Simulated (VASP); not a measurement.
# Er: single point with PBE

Crystal: Er.

```
Er
1.0
     0.00000    2.47984    2.47984
     2.47984    0.00000    2.47984
     2.47984    2.47984    0.00000
Er
1
Direct
  0.00000 0.00000 0.00000
```

This isn't the form of Er at room conditions, which is hcp.

```json
{"Program": "VASP 6.6.1", "Task": "single point", "Functional": "PBE", "Potentials or basis": "VASP PAW PBE potentials, release 64 (Er)", "Cutoff": "520 eV", "k mesh": "9 × 9 × 9", "Occupations": "fermi-dirac, width 0.05 eV", "Spin": "collinear spin, ferromagnetic start", "Starting moments": "[4.5] μB"}
```

```json
{
  "Pressure": "2.5 GPa",
  "Band gap on the k mesh": "none (metal or under the smearing width)",
  "Net moment": "2.42 μB per cell",
  "Site moments": "Er +2.43 μB",
  "Valence electrons inside the program's atomic spheres": "Er 19.66"
}
```

Levels at points of the mesh, in eV from the Fermi level:
Spin up:
```csv
k point,band 9,band 10,band 11,band 12,band 13,band 14,band 15,band 16
"(0.00, 0.00, 0.00)",-2.34,-1.77,-1.77,-1.77,2.59,2.59,2.59,5.09
```
Spin down:
```
           k point  band 8  band 9  band 10  band 11  band 12  band 13
(0.00, 0.00, 0.00)   -0.59   -0.06    -0.06    -0.06     0.19     2.79
```

Wall time 69 s on 1 thread of Intel(R) Xeon(R) 6975P-C (Granite Rapids) (shared host), peak memory 0.21 GiB.

Caveat: the magnetic or orbital state may not be the lowest; spin-orbit coupling is left out, which moves the levels of the heavy elements. The state reached can hang on the start; a lower one may exist.
